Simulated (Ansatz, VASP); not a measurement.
**HgTe: VASP beside Ansatz**

File INCAR:

```
PREC     = Accurate       # precision mode
ENCUT    = 520            # plane-wave cutoff, eV
EDIFF    = 1E-7           # SCF threshold, eV
ISMEAR   = -1             # smearing method
SIGMA    = 0.05           # smearing width, eV
LREAL    = F              # projectors in reciprocal space
LASPH    = T              # aspherical terms in the spheres
NELM     = 60             # most SCF steps
ALGO     = Normal         # electronic algorithm
ISIF     = 2              # what is computed and relaxed
LWAVE    = F              # write WAVECAR
LCHARG   = F              # write CHGCAR
GGA      = PE             # functional
NBANDS   = 16             # bands
```

Contents of KPOINTS:

```
Automatic mesh
0
Gamma
  10 10 10
```

POSCAR

```
HgTe
1.0
   -3.0251620955      3.0251620955      1.5489438457
    3.0251620955     -3.0251620955      1.5489438457
    3.0251620955      3.0251620955     -1.5489438457
Hg Te
1 1
Direct
    0.7500000000      0.2500000000      0.5000000000
    0.0000000000      0.0000000000      0.0000000000
```

The input input.yaml:

```yaml
crystal:
  lattice:
    - [-3.0251620955, 3.0251620955, 1.5489438457]
    - [3.0251620955, -3.0251620955, 1.5489438457]
    - [3.0251620955, 3.0251620955, -1.5489438457]
  atoms:
    - { symbol: Hg, position: [0.75, 0.25, 0.5] }
    - { symbol: Te, position: [0.0, 0.0, 0.0] }
hamiltonian:
  xc: pbe
  pseudopotentials: { kind: paw }
kpoints:
  mp_grid: { grid: [10, 10, 10] }
scf:
  occupations: { method: fermi_dirac, width: 0.05 }
output:
  forces: true
  stress: true
  eigenvalues: true
```

Change from the starting cell: volume scaled by 0.98.

Alike in both runs: task single point; functional PBE; k mesh 10 × 10 × 10; occupations fermi-dirac, width 0.05 eV; no spin polarisation.

|  | VASP | Ansatz |
| --- | --- | --- |
| version | VASP 6.6.1 | Ansatz 0.2.0 |
| potentials or method | VASP PAW PBE potentials, release 64 (Hg, Te) | Ansatz PAW |
| plane-wave cutoff (eV) | 520 | 420 |
| valence electrons in the cell | 18 | 36 |

|  | VASP | Ansatz | Ansatz less VASP |
| --- | --- | --- | --- |
| gap on the k mesh at the Fermi level (eV) | none | none | - |
| pressure (GPa) | 0.9 | 0.9 | -0.08 |
| largest component of the traceless stress (GPa) | 3.26 | 3.26 | +0.007 |

A gap of «none» marks a metal or a gap that the smearing closes. The two sets of potentials don't hold the same shells in valence.

Spin-orbit coupling is left out, which matters for the levels of Hg, Te.
